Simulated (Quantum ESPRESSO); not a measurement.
# HfC: zone-centre phonons under several settings

```
Hf C
1.0
     0.00000    2.32500    2.32500
     2.32500    0.00000    2.32500
     2.32500    2.32500    0.00000
Hf C
1 1
Direct
  0.50000 0.50000 0.50000
  0.00000 0.00000 0.00000
```

All runs used Quantum ESPRESSO 7.5; potentials GBRV 1.5 LDA; k mesh 10 × 10 × 10; no spin polarisation; cutoff 612 eV; occupations cold, width 0.2 eV.

```csv
level,geometry,volume (Å³/atom),pressure (GPa),lowest optical mode without the field (cm⁻¹)
LDA,relaxed at 0 GPa,?,-0.1,?
LDA,relaxed at 2 GPa,11.90,1.9,472
LDA,relaxed at 5 GPa,11.78,4.9,484
LDA,relaxed at 10 GPa,11.58,9.8,503
LDA,relaxed at 15 GPa,11.40,14.8,520
```

**Question.** What stands in the row left open?

**Answer.** Volume 11.99 Å³/atom; lowest optical mode without the field 464 cm⁻¹.

Caveats: the cell is more than 3 GPa from zero pressure, which shifts response properties (some runs).
